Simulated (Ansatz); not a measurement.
An elastic constant from a strain scan in NaCl

Method: DFT r2SCAN, scalar-relativistic, plane waves, PAW (Ansatz). Cutoff 500 eV, Γ-centred 8×8×8 k-points, Gaussian smearing of 0.05 eV. No spin polarisation. Energies are free energies at this smearing, counted from the undisturbed cell; pressure is positive in compression.

Reference structure (as given, not relaxed at this level; it stands at -0.8 GPa):

```
Na Cl
1.0
     0.00000    2.83175    2.83175
     2.83175    0.00000    2.83175
     2.83175    2.83175    0.00000
Na Cl
1 1
Direct
  0.00000 0.00000 0.00000
  0.50000 0.50000 0.50000
```

The cell is strained by ε times the Voigt pattern (0, 1, 0, 0, 0, 0) (xx, yy, zz, yz, xz, xy; engineering shear) with fractional coordinates fixed. The cell holds 2 atoms in V0 = 45.41 Å³. The stress column is τ = (1/V0) dE/dε, got from the stress tensor σ (compression positive) at each point as −det(1 + εP) σ : P(1 + εP)⁻¹, with P the pattern as a tensor.

```
      ε  ΔE (meV/atom)  τ (GPa)
-0.0200         -0.570   -0.409
-0.0150         -0.745   -0.087
-0.0100         -0.698    0.214
-0.0050         -0.445    0.496
 0.0000          0.000    0.758
 0.0050          0.624    1.003
 0.0100          1.416    1.231
 0.0150          2.365    1.443
 0.0175          2.894    1.543
 0.0200              ?        ?
```

Question: Which combination of elastic constants does this scan measure, and how large is it?

Answer: For small ε, τ = τ0 + Kε with K = pᵀCp, which for this pattern is C11 in the cubic axes. The parabola through τ at ε = -0.0050, 0 and 0.0050 has slope K = 51 GPa at zero. The energies per cell, E = NΔE, of the same two points give K = 2[E(ε₊)/ε₊ − E(ε₋)/ε₋]/[(ε₊ − ε₋)V0] = 50 GPa, in agreement.

Question: Predict the withheld row at ε = 0.0200 from the harmonic law, and compare.

Answer: ΔE = V0(τ0 ε + Kε²/2)/N = 3.587 meV/atom and τ = 1.77 GPa. The calculation gives 3.458 meV/atom and 1.64 GPa: the energy lies 4 % below the harmonic value, as bonds soften when stretched.